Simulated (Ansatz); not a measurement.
## Zone-centre modes in Ni2Ge

All numbers below come from DFT r2SCAN, scalar-relativistic, plane waves, PAW (Ansatz 0.2.0). The runs took a 500 eV cutoff, a Γ-centred 12×12×10 mesh and Gaussian smearing (0.15 eV). No spin polarisation. A magnetic state may lie lower.

The starting cell (relaxed at this level; it needn't be the usual structure):

```
Ni Ge
1.0
     3.97814    0.00000    0.00000
    -1.98907    3.44517    0.00000
     0.00000    0.00000    5.03738
Ni Ge
4 2
Direct
  0.66667 0.33333 0.25000
  0.33333 0.66667 0.75000
  0.00000 0.00000 0.00000
  0.00000 0.00000 0.50000
  0.66667 0.33333 0.75000
  0.33333 0.66667 0.25000
```

Harmonic modes by finite displacements of 0.02 Å, without the LO–TO term.

At this geometry, is the structure stable against these modes?

Yes: no mode is imaginary beyond 10 cm⁻¹, and only the three translations lie near zero.

List the wavenumbers in cm⁻¹.

0, 0, 0, 98, 98, 98, 123, 124, 124, 169, 181, 181, 206, 265, 293, 293, 297, 297.

Cost: 1 run of about 20 core-minutes, on Oxide Virtual Turin-like Processor (Zen 5) (shared hosts).